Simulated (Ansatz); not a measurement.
Ag: equation of state with m-r2SCAN

Ag:

```
Ag
1.0
     0.00000    2.04275    2.04275
     2.04275    0.00000    2.04275
     2.04275    2.04275    0.00000
Ag
1
Cartesian
  0.0000 0.0000 0.0000
```

```
Program             : Ansatz 0.2.0
Task                : equation of state
Functional          : m-r2SCAN
Potentials or basis : Ansatz PAW
Cutoff              : 500 eV
Density cutoff      : 2000 eV
k mesh              : 11 × 11 × 11
Occupations         : fermi-dirac, width 0.05 eV
Spin                : no spin polarisation
```

The equilibrium volume is 17.25 Å³/atom, the bulk modulus is 101 GPa and the pressure derivative of the bulk modulus is 6.2.

Energy against volume, from the lowest point:
```
volume (Å³/atom)  energy (meV/atom)
          16.025              32.16
          16.366              15.71
          16.707               5.38
          17.048               0.38
          17.389               0.00
          17.730               3.62
          18.071              10.75
```

All runs of the series together: 7.2 s on 2 threads of Arm Neoverse V2, with other jobs on the host.

Caveat: the PAW data sets were made with another functional, which shifts forces and pressure a little. Zero-point motion and thermal expansion aren't in these numbers.
